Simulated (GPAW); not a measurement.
# Au (Fm-3m) in GPAW: notebook, part 3 of 3

GPAW 26.7.0. Earlier steps stand in the parts before.

### Step 6. Optical spectrum, PBE

This run uses another cell than the first one, of 17.87 Å³/atom, 1.082 times its volume.

The input, run.py:

```python
from ase.dft.bandgap import bandgap
from ase.io import read, write
from gpaw import GPAW, PW
from gpaw.response.df import DielectricFunction

atoms = read('POSCAR')

calc = GPAW(mode=PW(450),
            xc='PBE',
            kpts={'size': (9, 9, 9), 'gamma': True},
            occupations={'name': 'fermi-dirac', 'width': 0.05},
            nbands=14,
            convergence={'density': 1e-06},
            maxiter=150,
            txt='gpaw.txt')
atoms.calc = calc
energy = atoms.get_potential_energy()
calc.write('gs.gpw')
write('result.traj', atoms)
print(f'Energy: {energy:.6f} eV')
print('Fermi level:', round(calc.get_fermi_level(), 4), 'eV')
print(f'Gap: {bandgap(calc)[0]:.4f} eV, direct: {bandgap(calc, direct=True)[0]:.4f} eV')

dense = calc.fixed_density(kpts={'size': (28, 28, 28), 'gamma': True},
                           nbands=22, convergence={'bands': 16, 'eigenstates': 1e-7},
                           update_fermi_level=True, txt='dense.txt')
dense.write('dense.gpw', mode='all')

df = DielectricFunction('dense.gpw', frequencies={'type': 'nonlinear', 'domega0': 0.05, 'omega2': 10},
                        eta=0.1, ecut=50, nbands=16, rate='eta', txt='df.txt')
for direction in ['x']:
    df.get_dielectric_function(xc='RPA', direction=direction, filename=f'df_{direction}.csv')
```

The input, POSCAR:

```
Au
1.0
    0.0000000000      2.0749120936      2.0749120936
    2.0749120936      0.0000000000      2.0749120936
    2.0749120936      2.0749120936      0.0000000000
Au
1
Direct
    0.0000000000      0.0000000000      0.0000000000
```

Potentials or basis: GPAW PAW data sets (gpaw-data 1.2.1), pw.

Started as:

```
$ OMP_NUM_THREADS=1 python run.py
```

gpaw.txt:

```text
__  _  _
 | _ |_)|_||  |
 |__||  | ||/\| - 26.7.0

Input parameters:
  mode=PW(ecut=450.00000000000006),
  convergence={'density': 1e-06},
  kpts=MonkhorstPack(size=(9, 9, 9), gamma=True),
  maxiter=150,
  nbands=14,
  occupations=Occupations(name='fermi-dirac', width=0.05),
  xc=XC(name='PBE')

Diagonalizing LCAO Hamiltonian
Converting LCAO to pw mode

       Au

Atoms  # Å, Bohr magnetons
|   | symbol |        x |        y |        z |    initial magnetic moments |
|---|--------|----------|----------|----------|-----------------------------|
| 0 |     Au | 0.000000 | 0.000000 | 0.000000 | ( 0.0000,  0.0000,  0.0000) |

Unit cell  # Å
| periodic |        x |        y |        z |  lengths |    angles |
|----------|----------|----------|----------|----------|-----------|
|      yes | 0.000000 | 2.074912 | 2.074912 | 2.934369 | 60.000000 |
|      yes | 2.074912 | 0.000000 | 2.074912 | 2.934369 | 60.000000 |
|      yes | 2.074912 | 2.074912 | 0.000000 | 2.934369 | 60.000000 |

Number of symmetries: 48
Symmetry operations  # r_c * U_cc + t_c -> r_c
|    | kind |            matrix            |
|----|------|------------------------------|
|  0 |  σ   |  1, 0, 0,  1, 0,-1,  1,-1, 0 |
|  1 |  C2  |  1, 0, 0,  1,-1, 0,  1, 0,-1 |
|  2 |  E   |  1, 0, 0,  0, 1, 0,  0, 0, 1 |
|  3 |  σ   |  1, 0, 0,  0, 0, 1,  0, 1, 0 |
|  4 |  C4  |  1, 0,-1,  1, 0, 0,  1,-1, 0 |
|  5 |  S6  |  1, 0,-1,  1,-1, 0,  1, 0, 0 |
|  6 |  σ   |  1, 0,-1,  0, 1,-1,  0, 0,-1 |
|  7 |  C3  |  1, 0,-1,  0, 0,-1,  0, 1,-1 |
|  8 |  S6  |  1,-1, 0,  1, 0, 0,  1, 0,-1 |
|  9 |  C4  |  1,-1, 0,  1, 0,-1,  1, 0, 0 |
| 10 |  C3  |  1,-1, 0,  0,-1, 1,  0,-1, 0 |
| 11 |  σ   |  1,-1, 0,  0,-1, 0,  0,-1, 1 |
| 12 |  σ   |  0, 1, 0,  1, 0, 0,  0, 0, 1 |
| 13 |  C4  |  0, 1, 0,  0, 1,-1, -1, 1, 0 |
| 14 |  C3  |  0, 1, 0,  0, 0, 1,  1, 0, 0 |
| 15 |  S6  |  0, 1, 0, -1, 1, 0,  0, 1,-1 |
| 16 |  C2  |  0, 1,-1,  1, 0,-1,  0, 0,-1 |
| 17 |  σ   |  0, 1,-1,  0, 1, 0, -1, 1, 0 |
| 18 |  S4  |  0, 1,-1,  0, 0,-1,  1, 0,-1 |
| 19 |  C4  |  0, 1,-1, -1, 1, 0,  0, 1, 0 |
| 20 |  C3  |  0, 0, 1,  1, 0, 0,  0, 1, 0 |
| 21 |  σ   |  0, 0, 1,  0, 1, 0,  1, 0, 0 |
| 22 |  S6  |  0, 0, 1,  0,-1, 1, -1, 0, 1 |
| 23 |  C4  |  0, 0, 1, -1, 0, 1,  0,-1, 1 |
| 24 |  S4  |  0, 0,-1,  1, 0,-1,  0, 1,-1 |
| 25 |  C3  |  0, 0,-1,  0, 1,-1,  1, 0,-1 |
| 26 |  C2  |  0, 0,-1,  0,-1, 0, -1, 0, 0 |
| 27 |  S6  |  0, 0,-1, -1, 0, 0,  0,-1, 0 |
| 28 |  S4  |  0,-1, 1,  1,-1, 0,  0,-1, 0 |
| 29 |  C4  |  0,-1, 1,  0, 0, 1, -1, 0, 1 |
| 30 |  C2  |  0,-1, 1,  0,-1, 0,  1,-1, 0 |
| 31 |  σ   |  0,-1, 1, -1, 0, 1,  0, 0, 1 |
| 32 |  C3  |  0,-1, 0,  1,-1, 0,  0,-1, 1 |
| 33 |  S6  |  0,-1, 0,  0, 0,-1, -1, 0, 0 |
| 34 |  S4  |  0,-1, 0,  0,-1, 1,  1,-1, 0 |
[... 69 lines left out ...]
      rc: 0.42  # [Å]
      lmax: 2
    cutoffs:
      filter: 2.33  # [Å]
      core: 2.81  # [Å]
    projectors
    | kind |    occ | energy [eV] | rcut [Å] |
    |------|--------|-------------|----------|
    |   6s |  1.000 |      -5.728 |    1.323 |
    |   6p |  0.000 |      -0.775 |    1.323 |
    |   5d | 10.000 |      -6.891 |    1.323 |
    |    s |        |      21.484 |    1.323 |
    |    p |        |      26.436 |    1.323 |
    |    d |        |      20.321 |    1.323 |

    Using partial waves for Au as LCAO basis

Reference energy: -516598.271109  # eV

eigensolver:
  PPCG
  Converge bands: occupied
  niter=2

density mixing:
  MSR1-Mixer
  Pratt-step length: 0.05
  Maximum mixing coefficient: 0.75
  Old densities: 10
  SVD Regularization: 0.005
  Good broyden scale: 1.0
  Trust region scale: 1.0
  Backstep threshold: 4.0
  History deletion threshold: 6.0
  Fourier metric: weight=20.0, sigma=0.015

occupation numbers:
  Fermi-Dirac:
    width: 0.0500  # eV

poisson solver:
  ecut: 3600.0000000000005  # eV

xc functional:
  name: PBE with 2 nearest neighbor stencil

convergence criteria:
- Maximum integral of absolute [dens]ity change: 1e-06 electrons / valence electron
- Maximum [total energy] change in last 3 cyles: 0.0005 eV / valence electron
- Maximum integral of absolute [eigenst]ate change: 4e-08 eV^2 / valence electron
maximum number of iterations: 150

SCF iterations
|iter     | |      energy | eigst |  dens |
|---------|-|-------------|-------|-------|
|iter:   1| |   -3.443419 | -0.54 |       |
|iter:   2| |   -3.385219 | -2.89 | -1.10 |
|iter:   3| |   -3.168776 | -2.29 | -1.14 |
|iter:   4| |   -3.166785 | -4.57 | -2.02 |
|iter:   5| |   -3.166222c| -4.49 | -2.34 |
|iter:   6| |   -3.166220c| -6.87 | -3.83 |
|iter:   7| |   -3.166220c| -7.58c| -4.13 |
|iter:   8| |   -3.166220c| -9.11c| -5.31 |
|iter:   9| |   -3.166220c| -9.62c| -5.90 |
|iter:  10| |   -3.166220c|-10.93c| -6.78c|

Converged in 10 steps
Energy contributions relative to reference atoms: (reference = -516598.271109)

Energy contributions:
  Kinetic:          -8.491017
  Coulomb:           6.831599
  Zero:              0.128629
  External:          0.000000
  Xc:               -1.635185
  Entropy:          -0.000492
  Spinorbit:         0.000000
  ----------------------------
  Free energy:      -3.166466
  Extrapolated:     -3.166220

dipole moment: (-14.156976, -14.156976, -14.156976)  # |e|*Ang

Fermi level: 9.327
Eigenvalues  # (at kpt = [0.000, 0.000, 0.000])
| band index |      eig [eV] | occ [0-2] |
|------------|---------------|-----------|
|          0 |        -0.181 |     2.000 |
|          1 |         4.722 |     2.000 |
|          2 |         4.722 |     2.000 |
|          3 |         4.722 |     2.000 |
|          4 |         6.110 |     2.000 |
|          5 |         6.110 |     2.000 |
|          6 |        24.877 |     0.000 |
|          7 |        28.374 |     0.000 |
|          8 |        28.374 |     0.000 |
|          9 |        28.374 |     0.000 |
|         10 |        32.353 |     0.000 |
|         11 |        36.204 |     0.000 |
|         12 |        36.204 |     0.000 |
|         13 |        36.204 |     0.000 |

No gap
No difference between direct/indirect transitions
# Writing to gs.gpw (mode='')
```

stdout:

```text
Energy: -3.166220 eV
Fermi level: 9.3272 eV
Gap: 0.0000 eV, direct: 0.0000 eV
```

Run time: 96 s. Hardware: 1 thread of Arm Neoverse V1, shared host; peak memory 0.38 GiB.

What came out:

```
Free energy            : -3.1665 eV
Band gap on the k mesh : none (metal or under the smearing width)
```

Dielectric function (mean over the directions given):
| energy (eV) | real part | imaginary part |
| --- | --- | --- |
| 0.67 | -120.33 | 39.23 |
| 1.54 | -16.15 | 3.74 |
| 2.54 | -1.71 | 7.10 |
| 3.56 | -1.28 | 6.67 |
| 4.44 | -0.31 | 4.64 |
| 5.38 | 0.17 | 3.96 |
| 6.39 | 0.87 | 4.71 |
| 7.38 | -0.19 | 4.07 |
| 8.25 | -0.63 | 3.36 |
| 9.27 | -0.73 | 2.23 |
| 10.26 | -0.12 | 1.78 |
| 11.31 | 0.19 | 1.66 |
| 12.19 | 0.31 | 1.89 |
| 13.24 | 0.00 | 1.74 |
| 14.22 | 0.02 | 1.37 |
| 15.26 | 0.12 | 1.23 |
| 16.21 | 0.24 | 1.03 |
| 17.36 | 0.33 | 0.92 |
| 18.58 | 0.73 | 0.87 |
| 19.87 | 0.52 | 1.19 |

Caveat: the intraband term hangs on this k mesh; the long-wavelength limit can be off by several per cent where d states take part; independent-particle spectra lack excitons.

### Step 7. Summary

```tsv
cell	gap on the mesh (eV)
Fm-3m, 16.52 Å³/atom	none
Fm-3m, 16.85 Å³/atom	none
Fm-3m, 17.19 Å³/atom	none
Fm-3m, 17.53 Å³/atom	none
Fm-3m, 17.87 Å³/atom	none
```

Alike in all rows: task optical spectrum; level PBE; potentials or basis GPAW PAW data sets (gpaw-data 1.2.1), pw; no spin polarisation; k mesh 9 × 9 × 9; cutoff (eV) 450; smearing fermi-dirac 0.05 eV.

Every run on the cell as given and a fine mesh finds a metal.

Caveats: the intraband term hangs on this k mesh; the long-wavelength limit can be off by several per cent where d states take part; independent-particle spectra lack excitons.

Total energies depend on the potentials used, so only differences within one code and one set of settings carry meaning.
